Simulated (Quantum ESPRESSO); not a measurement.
The system is CaSe.

```xyz
2
Lattice="0.0000 2.9560 2.9560 2.9560 0.0000 2.9560 2.9560 2.9560 0.0000" Properties=species:S:1:pos:R:3 pbc="T T T"
Se    2.9560    2.9560    2.9560
Ca    0.0000    0.0000    0.0000
```

Base run:

```yaml
Program: Quantum ESPRESSO 7.5
Functional: PBE
Potentials_or_basis: PseudoDojo 0.4.1 SR PBE standard
Cutoff: 1170 eV
Density_cutoff: 4680 eV
k_mesh: 6 × 6 × 6, shifted
Occupations: fermi-dirac, width 0.05 eV
Spin: no spin polarisation
```

Its results: pressure 1.1 GPa; electronic dielectric tensor (diagonal) 5.66.

**Question.** After a change of settings the same cell gave: pressure 3.1 GPa; electronic dielectric tensor (diagonal) 5.44. Which change was it?
A. functional from PBE to BLYP
B. functional from PBE to PBEsol; potentials or basis from PseudoDojo 0.4.1 SR PBE standard to PseudoDojo 0.4.1 SR PBEsol standard
C. functional from PBE to LDA; potentials or basis from PseudoDojo 0.4.1 SR PBE standard to PseudoDojo 0.4.1 SR LDA standard
D. functional from PBE to WC

**Answer.** A.

BLYP binds less tightly than PBE, so the same cell stands under more pressure.

Caveats: the potentials were made for another functional, which shifts forces and pressure (some runs); the cell is more than 3 GPa from zero pressure, which shifts response properties (some runs).
